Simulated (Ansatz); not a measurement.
**Si2W: energy and stress against strain**

Aim: for Si2W, strain the cell along the Voigt pattern (0, 0, 1, 0, 0, 0).

Program: Ansatz 0.2.0. Level of theory: DFT PBE, scalar-relativistic, plane waves, PAW, unless a step's input says otherwise. These are calculated values, not measurements.

2 further runs of the same task are left out: 2 set aside as unsound or not needed.

## Step 1: The structure to begin with

It takes space group I4/mmm (No. 139, tetragonal). The conventional cell has a = 3.229 Å, b = 3.229 Å, c = 7.867 Å, α = 90.00°, β = 90.00°, γ = 90.00°. Si (site symmetry 4mm) has 5 Si at 2.60 to 2.64 Å and 5 W at 2.63 Å as nearest neighbours. W (site symmetry 4/mmm) has 10 Si at 2.63 Å as nearest neighbours.

As a file:

```xyz
3
Lattice="-1.6145 1.6145 3.9334 1.6145 -1.6145 3.9334 1.6145 1.6145 -3.9334" Properties=species:S:1:pos:R:3 pbc="T T T"
Si    0.0000    0.0000    2.6320
Si    0.0000    0.0000    5.2348
W     0.0000    0.0000    0.0000
```

This cell was relaxed beforehand with the same method: volume 13.67 Å³/atom, gap on the mesh none (metal).

## Step 2: The reference cell

Reference values: F = -11657.4622 eV; pressure 0.04 GPa; largest force 0.001 eV/Å; gap on the mesh none (metal). It was computed beforehand with the settings of the runs below.

## Step 3: Next: energy and stress against strain

The cell is strained by ε times the Voigt pattern (0, 0, 1, 0, 0, 0) (xx, yy, zz, yz, xz, xy; engineering shear), with fractional coordinates fixed (clamped ions). The stress on the pattern is the sum of the stress components weighted by it, tension positive.

## Step 4: Point ε = -0.0200

Input file input.yaml:

```yaml
crystal:
  lattice:
    - [-1.6144976568, 1.6144976568, 3.8547456313]
    - [1.6144976568, -1.6144976568, 3.8547456313]
    - [1.6144976568, 1.6144976568, -3.8547456313]
  atoms:
    - { symbol: Si, position: [0.3345744059, 0.3345744059, 0.0] }
    - { symbol: Si, position: [0.6654255941, 0.6654255941, 0.0] }
    - { symbol: W, position: [0.0, 0.0, 0.0] }
basis:
  ecutwfc: 420
kpoints:
  mp_grid: { grid: [20, 20, 20] }
hamiltonian:
  xc: pbe
scf:
  occupations: { method: gaussian, width: 0.15 }
output:
  forces: true
  stress: true
  eigenvalues: true
```

Started as:

```
$ ansatz run input.yaml --threads 1 --pin off --max-ram 2560MiB --backend cpu --events-out ev --progress --plain --runs-dir out
```

The log of the run, cut to the lines that bear on the results:

```text
Warning: RAYON_NUM_THREADS=1 ignored (pool sized by the plan → 1); use --threads N
[...]
Pseudopotentials: kind: paw
Pseudopotential: Si, paw, valence charge 4, recommended cutoff 420 eV (normal), Si.paw.azcp
Pseudopotential: W, paw, valence charge 14, recommended cutoff 420 eV (normal), W.paw.azcp
Functional definition: PBE
[...]
Crystal: 3 atoms, lattice volume = 40.191 Å³
Basis set: ecut = 420 eV, 777 PW (Γ), exchange–correlation on 60×60×60 points (8 copies of the dense FFT grid, shifted against one another)
Bands: 15, of which v1, the nominal top of the filled ones, is band 11 counted from 1 (10 counted from 0)
Symmetry: 16 space group operations
Space group: I4/mmm (ITA 139), of the structure as read, at distance tolerance 3.4e-5 Å
k-points: 641 of 8000
[...]
SCF iter   1: F=—  HF=-11657.432604 eV  |F-HF|=—  |Δ(HF+E_count)|=         —  Δρ=3.50e-3  dr2=1.94e-3  ethr=1.77e-3  ⟨swp⟩=5.0  Hψ=54960  notcnv=0
[...]
SCF iter   6: F=-11657.433041 eV  HF=-11657.433041 eV  |F-HF|=2.19e-9  |Δ(HF+E_count)|=   1.26e-8  Δρ=3.04e-6  dr2=4.31e-9  ethr=4.55e-10  ⟨swp⟩=4.2  Hψ=32230  notcnv=0
[...]
SCF converged after 6 iterations
Free energy (F): -11657.433041 eV
[...]
E sigma→0 (E₀):  -11657.431839 eV
Entropy (-TS):   -0.002402 eV (-0.801 meV/atom)
Fermi energy:    16.801320 eV
[...]
--- Forces (eV/Å), atoms counted from 1 ---
  atom   1  Si     0.00000000    -0.00000000    -0.05257927
  atom   2  Si     0.00000000    -0.00000000     0.05257927
  atom   3  W      0.00000000     0.00000000     0.00000000
[...]
--- Stress (GPa, compression-positive) ---
        2.029330      -0.000000       0.000000
       -0.000000       2.029330       0.000000
       -0.000000       0.000000      11.703369
  P = ⅓ Tr σ = 5.2540 GPa (52.540 kbar)
--- Band table (eV; the first three rows and the last of 641) ---
  k-point 0: bands = ["-56.9118", "-21.2074", "-21.2074", "-21.2066", "2.7362", "10.0203", "13.3933", "13.5384", "13.8957", "13.8957", "17.3549", "19.5284", "19.7558", "19.8026", "19.8026"]
[...]
```

It took 13 s on 1 thread of Intel Xeon 6975P-C (Granite Rapids), shared host; peak memory 0.65 GiB.

## Step 5: Changed: xc revpbe, ecutwfc left out

input.yaml: that of step 4 with these lines changed.

```diff
@@ -9,4 +9,2 @@
     - { symbol: W, position: [0.0, 0.0, 0.0] }
-basis:
-  ecutwfc: 420
 kpoints:
@@ -14,3 +12,3 @@
 hamiltonian:
-  xc: pbe
+  xc: revpbe
 scf:
@@ -19,3 +17,3 @@
   forces: true
+  eigenvalues: true
   stress: true
-  eigenvalues: true
```

Started as:

```
$ ansatz run input.yaml --threads 1 --pin off --max-ram 2560MiB --backend cpu --events-out ev --progress --plain --runs-dir out
```

The log of the run, cut to the lines that bear on the results:

```text
Warning: RAYON_NUM_THREADS=1 ignored (pool sized by the plan → 1); use --threads N
[...]
[... 3 set-up lines as earlier in the session ...]
Functional definition: revPBE
[...]
Crystal: 3 atoms, lattice volume = 40.191 Å³
Basis set: ecut = 420 eV, 777 PW (Γ), exchange–correlation on 60×60×60 points (8 copies of the dense FFT grid, shifted against one another)
Bands: 15, of which v1, the nominal top of the filled ones, is band 11 counted from 1 (10 counted from 0)
[... 2 set-up lines as earlier in the session ...]
k-points: 641 of 8000
[...]
SCF iter   1: F=—  HF=-11670.857585 eV  |F-HF|=—  |Δ(HF+E_count)|=         —  Δρ=4.10e-3  dr2=4.04e-3  ethr=1.77e-3  ⟨swp⟩=5.0  Hψ=54939  notcnv=0
[...]
SCF converged after 6 iterations
Free energy (F): -11670.857379 eV
[...]
E sigma→0 (E₀):  -11670.856189 eV
Entropy (-TS):   -0.002380 eV (-0.793 meV/atom)
Fermi energy:    16.873798 eV
[...]
--- Forces (eV/Å), atoms counted from 1 ---
  atom   1  Si     0.00000000     0.00000000    -0.07717596
  atom   2  Si     0.00000000     0.00000000     0.07717596
  atom   3  W      0.00000000     0.00000000    -0.00000000
[...]
--- Stress (GPa, compression-positive) ---
        4.053736       0.000000       0.000000
        0.000000       4.053736      -0.000000
       -0.000000       0.000000      13.951796
  P = ⅓ Tr σ = 7.3531 GPa (73.531 kbar)
--- Band table (eV; the first three rows and the last of 641) ---
  k-point 0: bands = ["-56.8544", "-21.1492", "-21.1492", "-21.1461", "2.7981", "10.0804", "13.4791", "13.6128", "13.9630", "13.9630", "17.4262", "19.6254", "19.7981", "19.8726", "19.8726"]
[...]
```

It took 14 s on 1 thread of Intel Xeon 6975P-C (Granite Rapids), shared host; peak memory 0.66 GiB.

```csv
run,ending,energy change,pressure (GPa),gap (eV),force (eV/Å),cycles,time
step 4,converged,-,5.3,0.00,0.05,6,13 s
variant,converged,not comparable,7.4,0.00,0.08,6,14 s
```

After a change of functional the difference of the totals has no physical meaning; the pressure goes from 5.3 to 7.4 GPa and the largest force goes from 0.05 to 0.08 eV/Å. At this fixed cell a higher pressure means that this functional prefers a larger volume than the reference.

## Step 6: ε = 0.0150

input.yaml: that of step 4 with these lines changed.

```diff
@@ -2,5 +2,5 @@
   lattice:
-    - [-1.6144976568, 1.6144976568, 3.8547456313]
-    - [1.6144976568, -1.6144976568, 3.8547456313]
-    - [1.6144976568, 1.6144976568, -3.8547456313]
+    - [-1.6144976568, 1.6144976568, 3.9924151181]
+    - [1.6144976568, -1.6144976568, 3.9924151181]
+    - [1.6144976568, 1.6144976568, -3.9924151181]
   atoms:
@@ -21 +21,5 @@
   eigenvalues: true
+  write_density: true
+  write_potential: true
+  elf: true
+  volumetric_format: npy
```

Started as:

```
$ ansatz run input.yaml --threads 1 --pin off --max-ram 2560MiB --backend cpu --events-out ev --progress --plain --runs-dir out
```

The log of the run, cut to the lines that bear on the results:

```text
[...]
SCF converged after 6 iterations
Free energy (F): -11657.447843 eV
[...]
E sigma→0 (E₀):  -11657.446191 eV
Entropy (-TS):   -0.003304 eV (-1.101 meV/atom)
Fermi energy:    16.216397 eV
[...]
--- Forces (eV/Å), atoms counted from 1 ---
  atom   1  Si    -0.00000000     0.00000000     0.04497495
  atom   2  Si     0.00000000    -0.00000000    -0.04497495
  atom   3  W     -0.00000000     0.00000000    -0.00000000
[...]
--- Stress (GPa, compression-positive) ---
       -1.358775      -0.000000       0.000000
       -0.000000      -1.358775       0.000000
       -0.000000       0.000000      -7.360631
  P = ⅓ Tr σ = -3.3594 GPa (-33.594 kbar)
--- Band table (eV; the first three rows and the last of 641) ---
  k-point 0: bands = ["-57.6382", "-21.9253", "-21.8908", "-21.8908", "2.3647", "9.5014", "12.2439", "12.9989", "13.5069", "13.5069", "16.8794", "18.8617", "19.2462", "19.3097", "19.3097"]
[...]
```

It took 16 s on 1 thread of Intel Xeon 6975P-C (Granite Rapids), shared host; peak memory 0.66 GiB.

Axes a, b and c in the maps are those of this run's conventional cell (a, b, c = 3.229, 3.229, 7.985 Å).

Density in a lattice plane of the grid's cell (edges 3.23 and 7.98 Å, at 0.000 of the third edge), which holds Si and W.

Ten even steps from '0' (0.06 e/Å³) to '9' (5.28 e/Å³):
```
9830000038
3210000012
0000000000
0000000000
0000000000
0000000000
0000000000
0000000000
0000000000
0000000000
0000000000
0000000000
0000000000
0000000000
0000000000
0000000000
0000000000
3210000012
9830000038
6961000169
```
Columns run along the first of these edges and rows up along the second, over one cell in 10 and 20 even steps from the bottom left corner. Atoms in the plane (fractional): Si at (0.00, 0.33), Si at (0.00, 0.67), W at (0.00, 0.00).

ELF in the same plane.

Values, 12 rows by 6 columns:
```
0.62 0.44 0.23 0.39 0.23 0.44
0.43 0.43 0.32 0.24 0.32 0.43
0.68 0.66 0.31 0.09 0.31 0.66
0.49 0.33 0.50 0.24 0.50 0.33
0.32 0.60 0.59 0.39 0.59 0.60
0.40 0.44 0.43 0.37 0.43 0.44
0.32 0.60 0.59 0.39 0.59 0.60
0.49 0.33 0.50 0.24 0.50 0.33
0.68 0.66 0.31 0.09 0.31 0.66
0.43 0.43 0.32 0.24 0.32 0.43
0.62 0.44 0.23 0.39 0.23 0.44
0.00 0.65 0.17 0.37 0.17 0.65
```
Columns run along the first of these edges and rows up along the second, over one cell in 6 and 12 even steps from the bottom left corner. Atoms in the plane (fractional): Si at (0.00, 0.33), Si at (0.00, 0.67), W at (0.00, 0.00).

Both are smooth fields of the valence electrons: close to the nuclei they are not physical.

The highest ELF values outside the cores: 0.79 on the Si–W line, 0.9 Å from Si.

## Step 7: At ε = -0.0100

input.yaml: that of step 6 with these lines changed.

```diff
@@ -2,5 +2,5 @@
   lattice:
-    - [-1.6144976568, 1.6144976568, 3.9924151181]
-    - [1.6144976568, -1.6144976568, 3.9924151181]
-    - [1.6144976568, 1.6144976568, -3.9924151181]
+    - [-1.6144976568, 1.6144976568, 3.8940797704]
+    - [1.6144976568, -1.6144976568, 3.8940797704]
+    - [1.6144976568, 1.6144976568, -3.8940797704]
   atoms:
```

Started as:

```
$ ansatz run input.yaml --threads 1 --pin off --max-ram 2560MiB --backend cpu --events-out ev --progress --plain --runs-dir out
```

The log of the run, cut to the lines that bear on the results:

```text
Warning: RAYON_NUM_THREADS=1 ignored (pool sized by the plan → 1); use --threads N
[...]
[... 4 set-up lines as earlier in the session ...]
[...]
Crystal: 3 atoms, lattice volume = 40.601 Å³
Basis set: ecut = 420 eV, 793 PW (Γ), exchange–correlation on 64×64×64 points (8 copies of the dense FFT grid, shifted against one another)
Bands: 15, of which v1, the nominal top of the filled ones, is band 11 counted from 1 (10 counted from 0)
[... 2 set-up lines as earlier in the session ...]
k-points: 641 of 8000
[...]
SCF iter   1: F=—  HF=-11657.454606 eV  |F-HF|=—  |Δ(HF+E_count)|=         —  Δρ=3.42e-3  dr2=1.86e-3  ethr=1.77e-3  ⟨swp⟩=5.0  Hψ=54921  notcnv=0
[...]
SCF iter   6: F=-11657.455095 eV  HF=-11657.455095 eV  |F-HF|=1.60e-9  |Δ(HF+E_count)|=   1.26e-8  Δρ=2.83e-6  dr2=3.57e-9  ethr=4.55e-10  ⟨swp⟩=8.1  Hψ=53172  notcnv=0
[...]
SCF converged after 6 iterations
Free energy (F): -11657.455095 eV
[...]
E sigma→0 (E₀):  -11657.453841 eV
Entropy (-TS):   -0.002508 eV (-0.836 meV/atom)
Fermi energy:    16.634372 eV
[...]
--- Forces (eV/Å), atoms counted from 1 ---
  atom   1  Si    -0.00000000    -0.00000000    -0.02904019
  atom   2  Si    -0.00000000    -0.00000000     0.02904019
  atom   3  W     -0.00000000     0.00000000    -0.00000000
[...]
--- Stress (GPa, compression-positive) ---
        1.005017       0.000000       0.000000
        0.000000       1.005017       0.000000
        0.000000       0.000000       5.617261
  P = ⅓ Tr σ = 2.5424 GPa (25.424 kbar)
--- Band table (eV; the first three rows and the last of 641) ---
  k-point 0: bands = ["-57.1236", "-21.4153", "-21.4065", "-21.4065", "2.6273", "9.8688", "13.0546", "13.3807", "13.7827", "13.7827", "17.2173", "19.3283", "19.6061", "19.6597", "19.6597"]
[...]
```

Run time: 15 s. Hardware: 1 thread of Intel Xeon 6975P-C (Granite Rapids), shared host; peak memory 0.65 GiB.

Axes a, b and c in the maps are those of this run's conventional cell (a, b, c = 3.229, 3.229, 7.788 Å).

Density in a lattice plane of the grid's cell (edges 3.23 and 7.79 Å, at 0.000 of the third edge), which holds Si and W.

Ten even steps from '0' (0.06 e/Å³) to '9' (5.31 e/Å³):
```
9840000048
3210000012
0000000000
0000000000
0000000000
0000000000
0000000000
0000000000
0000000000
0000000000
0000000000
0000000000
0000000000
0000000000
0000000000
0000000000
0000000000
3210000012
9840000048
6951000159
```
Columns run along the first of these edges and rows up along the second, over one cell in 10 and 20 even steps from the bottom left corner. Atoms in the plane (fractional): Si at (0.00, 0.33), Si at (0.00, 0.67), W at (0.00, 0.00).

ELF in the same plane.

Ten even steps from ' ' (0.00) to '@' (0.74):
```
##@@##::--++--::##@@
**++----==++==----++
----======--======--
@@@@##++::..::++##@@
%%@@%%++::..::++%%@@
==--++++--..--++++--
++--**##++--++##**--
::++%%%%**++**%%%%++
**######**++**######
++******++==++******
**######**++**######
::++%%%%**++**%%%%++
++--**##++--++##**--
==--++++--..--++++--
%%@@%%++::..::++%%@@
@@@@##++::..::++##@@
----======--======--
**++----==++==----++
##@@##::--++--::##@@
  ++%%--::==::--%%++
```
Columns run along the first of these edges and rows up along the second, over one cell in 10 and 20 even steps from the bottom left corner. Atoms in the plane (fractional): Si at (0.00, 0.33), Si at (0.00, 0.67), W at (0.00, 0.00).

Both are smooth fields of the valence electrons: close to the nuclei they are not physical.

Maxima of ELF outside the ion cores: 0.79 on the Si–W line, 0.9 Å from Si.

## Step 8: ε = 0.0050

input.yaml: that of step 7 with these lines changed.

```diff
@@ -2,5 +2,5 @@
   lattice:
-    - [-1.6144976568, 1.6144976568, 3.8940797704]
-    - [1.6144976568, -1.6144976568, 3.8940797704]
-    - [1.6144976568, 1.6144976568, -3.8940797704]
+    - [-1.6144976568, 1.6144976568, 3.953080979]
+    - [1.6144976568, -1.6144976568, 3.953080979]
+    - [1.6144976568, 1.6144976568, -3.953080979]
   atoms:
```

Started as:

```
$ ansatz run input.yaml --threads 1 --pin off --max-ram 2560MiB --backend cpu --events-out ev --progress --plain --runs-dir out
```

The log of the run, cut to the lines that bear on the results:

```text
Warning: RAYON_NUM_THREADS=1 ignored (pool sized by the plan → 1); use --threads N
[...]
[... 4 set-up lines as earlier in the session ...]
[...]
Crystal: 3 atoms, lattice volume = 41.216 Å³
Basis set: ecut = 420 eV, 793 PW (Γ), exchange–correlation on 64×64×64 points (8 copies of the dense FFT grid, shifted against one another)
Bands: 15, of which v1, the nominal top of the filled ones, is band 11 counted from 1 (10 counted from 0)
[... 1 set-up line as earlier in the session ...]
Space group: I4/mmm (ITA 139), of the structure as read, at distance tolerance 3.5e-5 Å
k-points: 641 of 8000
[...]
SCF iter   1: F=—  HF=-11657.460090 eV  |F-HF|=—  |Δ(HF+E_count)|=         —  Δρ=3.32e-3  dr2=1.83e-3  ethr=1.77e-3  ⟨swp⟩=5.0  Hψ=54836  notcnv=0
[...]
SCF iter   6: F=-11657.460626 eV  HF=-11657.460626 eV  |F-HF|=1.27e-9  |Δ(HF+E_count)|=   1.08e-8  Δρ=2.57e-6  dr2=3.05e-9  ethr=4.55e-10  ⟨swp⟩=8.1  Hψ=52695  notcnv=0
[...]
SCF converged after 6 iterations
Free energy (F): -11657.460626 eV
[...]
E sigma→0 (E₀):  -11657.459195 eV
Entropy (-TS):   -0.002862 eV (-0.954 meV/atom)
Fermi energy:    16.385407 eV
[...]
--- Forces (eV/Å), atoms counted from 1 ---
  atom   1  Si     0.00000000     0.00000000     0.01377351
  atom   2  Si     0.00000000    -0.00000000    -0.01377351
  atom   3  W     -0.00000000     0.00000000     0.00000000
[...]
--- Stress (GPa, compression-positive) ---
       -0.443605       0.000000       0.000000
        0.000000      -0.443605      -0.000000
       -0.000000      -0.000000      -2.546000
  P = ⅓ Tr σ = -1.1444 GPa (-11.444 kbar)
--- Band table (eV; the first three rows and the last of 641) ---
  k-point 0: bands = ["-57.4347", "-21.7233", "-21.6991", "-21.6991", "2.4681", "9.6465", "12.5621", "13.1497", "13.6161", "13.6161", "17.0138", "19.0428", "19.3879", "19.4486", "19.4486"]
[...]
```

It took 17 s on 1 thread of Intel Xeon 6975P-C (Granite Rapids), shared host; peak memory 0.65 GiB.

Axes a, b and c in the maps are those of this run's conventional cell (a, b, c = 3.229, 3.229, 7.906 Å).

Density in a lattice plane of the grid's cell (edges 3.23 and 7.91 Å, at 0.000 of the third edge), which holds Si and W.

Ten even steps from ' ' (0.06 e/Å³) to '@' (5.29 e/Å³):
```
@@%%==          ==%%
--::..          ..::
                    
                    
                    
                    
                    
                    
                    
                    
                    
                    
                    
                    
                    
                    
                    
--::..          ..::
@@%%==          ==%%
**@@**..      ..**@@
```
Columns run along the first of these edges and rows up along the second, over one cell in 10 and 20 even steps from the bottom left corner. Atoms in the plane (fractional): Si at (0.00, 0.33), Si at (0.00, 0.67), W at (0.00, 0.00).

ELF in the same plane.

Values, 12 rows by 6 columns:
```
0.62 0.45 0.23 0.39 0.23 0.45
0.43 0.43 0.33 0.24 0.33 0.43
0.67 0.66 0.31 0.09 0.31 0.66
0.49 0.32 0.50 0.24 0.50 0.32
0.31 0.60 0.59 0.39 0.59 0.60
0.42 0.45 0.43 0.37 0.43 0.45
0.31 0.60 0.59 0.39 0.59 0.60
0.49 0.32 0.50 0.24 0.50 0.32
0.67 0.66 0.31 0.09 0.31 0.66
0.43 0.43 0.33 0.24 0.33 0.43
0.62 0.45 0.23 0.39 0.23 0.45
0.00 0.65 0.17 0.37 0.17 0.65
```
Columns run along the first of these edges and rows up along the second, over one cell in 6 and 12 even steps from the bottom left corner. Atoms in the plane (fractional): Si at (0.00, 0.33), Si at (0.00, 0.67), W at (0.00, 0.00).

Both are smooth fields of the valence electrons: close to the nuclei they are not physical.

Maxima of ELF outside the ion cores: 0.79 on the Si–W line, 0.9 Å from Si.

## Step 9: Results of the scan

The scan, with free energies counted from the undisturbed cell:

```csv
ε,ΔE (meV/atom),stress on the pattern (GPa),pressure (GPa)
-0.0200,9.7,-11.70,5.3
-0.0100,2.4,-5.62,2.5
0.0000,0.0,-0.05,0.0
0.0050,0.5,2.55,-1.1
0.0150,4.8,7.36,-3.4
```

## Step 10: Summary of results

| quantity | value |
| --- | --- |
| slope of the stress at ε = 0, from the points at -0.0100, 0 and 0.0050 | 532 GPa |
| step 5, run with xc revpbe, ecutwfc left out (against step 4) | converged; the pressure goes from 5.3 to 7.4 GPa; the largest force goes from 0.05 to 0.08 eV/Å |

From the stress slope, C33 is about 532 GPa with the ions clamped; letting the atoms relax could not make it stiffer. No sampled point lies below the undisturbed cell. Spin-orbit coupling is left out for W.
